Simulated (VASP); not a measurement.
These are rev-vdW-DF2, VASP's PBE PAW potentials (set 64) (plane waves; VASP 6.6.1) values and carry that method's errors.

VASP input:

File KPOINTS:
```
k-points along high-symmetry lines
15
Line-mode
Reciprocal
  0.000000   0.000000   0.000000 ! GAMMA
  0.000000   0.500000   0.000000 ! X

  0.000000   0.500000   0.000000 ! X
  0.500000   0.500000   0.000000 ! M

  0.500000   0.500000   0.000000 ! M
  0.000000   0.000000   0.000000 ! GAMMA

  0.000000   0.000000   0.000000 ! GAMMA
  0.500000   0.500000   0.500000 ! R

  0.500000   0.500000   0.500000 ! R
  0.000000   0.500000   0.000000 ! X

  0.500000   0.500000   0.500000 ! R
  0.500000   0.500000   0.000000 ! M
```

File POSCAR:
```
CsCl
4.1006270
  1.0000000641   0.0000000000   0.0000000000
  0.0000000000   1.0000000641   0.0000000000
  0.0000000000   0.0000000000   1.0000000641
Cs Cl
1 1
Direct
  0.0000000000   0.0000000000   0.0000000000
  0.5000000000   0.5000000000   0.5000000000
```

### INCAR
```
ENCUT = 520
LMAXMIX = 4
ICHARG = 11   ! fixed density
ALGO = Normal
PARAM1 = 0.1234568
AGGAC = 0.0
LORBIT = 11   ! lm-projected
ISMEAR = 0
PARAM2 = 0.7114
LWAVE = .False.
PREC = Accurate
SIGMA = 0.05   ! width (eV)
EDIFF = 1E-7   ! SCF stop (eV)
LCHARG = .False.
GGA = MK
LREAL = .False.   ! projection in real space or not
NELM = 100   ! most electronic steps
ZAB_VDW = -1.8867
LUSE_VDW = .True.
SYSTEM = CsCl
LASPH = .True.
```

POTCAR, in this order: Cs_sv Cl (PBE.64 set). Program: vasp_std. Read from the step before: CHGCAR.

What VASP printed:

File OUTCAR:
```
 ion  position               nearest neighbor table
   1  0.000  0.000  0.000-
   2  0.500  0.500  0.500-
  LATTYP: Found a simple cubic cell.
 ALAT       =     4.1006272630
 Subroutine PRICEL returns:
 Original cell was already a primitive cell.
 Subroutine GETGRP returns: Found 48 space group operations
The static configuration has the point symmetry O_h .
The dynamic configuration has the point symmetry O_h .
 Subroutine INISYM returns: Found 48 space group operations
   k-points           NKPTS =     90   k-points in BZ     NKDIM =     90   number of bands    NBANDS=     12
   number of dos      NEDOS =    301   number of ions     NIONS =      2
   total plane-waves  NPLWV =  27000
   dimension x,y,z NGX =    30 NGY =   30 NGZ =   30
   dimension x,y,z NGXF=    60 NGYF=   60 NGZF=   60
   ions per type =               1   1
   PREC   = accura    normal or accurate (medium, high low for compatibility)
   ISTART =      0    job   : 0-new  1-cont  2-samecut
   ICHARG =     11    charge: 1-file 2-atom 10-const
   ISPIN  =      1    spin polarized calculation?
   LNONCOLLINEAR =      F non collinear calculations
   LSORBIT =      F    spin-orbit coupling
   INIWAV =      1    electr: 0-lowe 1-rand  2-diag
   ENCUT  =  520.0 eV  38.22 Ry    6.18 a.u.   7.62  7.62  7.62*2*pi/ulx,y,z
   NELM   =    100;   NELMIN=  2; NELMDL= -5     # of ELM steps
   EDIFF  = 0.1E-06   stopping-criterion for ELM
   LREAL  =      F    real-space projection
   NLSPLINE    = F    spline interpolate recip. space projectors
   LMAXMIX     =    4 max onsite mixed and CHGCAR
   VOSKOWN=      0    Vosko Wilk Nusair interpolation
   EDIFFG = 0.1E-05   stopping-criterion for IOM
   NSW    =      0    number of steps for IOM
   NBLOCK =      1;   KBLOCK =      1    inner block; outer block
   IBRION =     -1    ionic relax: 0-MD 1-quasi-New 2-CG
   NFREE  =      0    steps in history (QN), initial steepest desc. (CG)
   ISIF   =      2    stress and relaxation
   ISYM   =      2    0-nonsym 1-usesym 2-fastsym
   TEIN   =    0.0    initial temperature
   TEBEG  =    0.0;   TEEND  =   0.0 temperature during run
...
```

File OSZICAR:
```
       N       E                     dE             d eps       ncg     rms          rms(c)
DAV:   1     0.983703464484E+02    0.98370E+02   -0.69969E+03  2160   0.115E+03
DAV:   2     0.432351886509E+01   -0.94047E+02   -0.87943E+02  3284   0.187E+02
DAV:   3    -0.267873422251E+01   -0.70023E+01   -0.69621E+01  2692   0.578E+01
DAV:   4    -0.276047592915E+01   -0.81742E-01   -0.81693E-01  2564   0.736E+00
DAV:   5    -0.276159522296E+01   -0.11193E-02   -0.11192E-02  2700   0.855E-01
DAV:   6    -0.276162288332E+01   -0.27660E-04   -0.27658E-04  2628   0.133E-01
DAV:   7    -0.276162374612E+01   -0.86280E-06   -0.86277E-06  2720   0.213E-02
DAV:   8    -0.276162377654E+01   -0.30421E-07   -0.30412E-07  2460   0.374E-03
   1 F= -.27616238E+01 E0= -.27616238E+01  d E =-.441589E-19
```

OUTCAR:
```
 val. band max:       -0.3345888039   @ k =   0.0000   0.0000   0.0000

 cond. band min:       4.8772963207   @ k =   0.0000   0.0000   0.0000



 k-point     1 :       0.0000    0.0000    0.0000
  band No.  band energies     occupation
      1     -19.7079      2.00000
      2     -12.5012      2.00000
      3      -6.1601      2.00000
      4      -6.1601      2.00000
      5      -6.1601      2.00000
      6      -0.3346      2.00000
      7      -0.3346      2.00000
      8      -0.3346      2.00000
      9       4.8773      0.00000
     10       4.9443      0.00000
     11       4.9443      0.00000
     12       9.7213      0.00000

 k-point     2 :       0.0000    0.0357    0.0000
  band No.  band energies     occupation
      1     -19.7068      2.00000
      2     -12.5017      2.00000
      3      -6.1682      2.00000
      4      -6.1582      2.00000
      5      -6.1582      2.00000
      6      -0.3545      2.00000
      7      -0.3376      2.00000
      8      -0.3376      2.00000
      9       4.9106      0.00000
     10       4.9531      0.00000
     11       4.9767      0.00000
     12       9.7105      0.00000

 k-point     3 :       0.0000    0.0714    0.0000
  band No.  band energies     occupation
      1     -19.7036      2.00000
      2     -12.5034      2.00000
      3      -6.1920      2.00000
      4      -6.1528      2.00000
      5      -6.1528      2.00000
      6      -0.4122      2.00000
      7      -0.3467      2.00000
      8      -0.3467      2.00000
      9       4.9795      0.00000
     10       5.0060      0.00000
     11       5.0750      0.00000
     12       9.6728      0.00000

 k-point     4 :       0.0000    0.1071    0.0000
  band No.  band energies     occupation
      1     -19.6984      2.00000
      2     -12.5061      2.00000
      3      -6.2296      2.00000
      4      -6.1440      2.00000
      5      -6.1440      2.00000
      6      -0.5020      2.00000
      7      -0.3613      2.00000
...
```

The density is held fixed in this step, so its total energy and stress have no physical meaning. Unless said otherwise, spin-orbit coupling is left out, though it shifts the bands of the heavy elements here.

The compound is CsCl in the CsCl type structure. It was relaxed first.
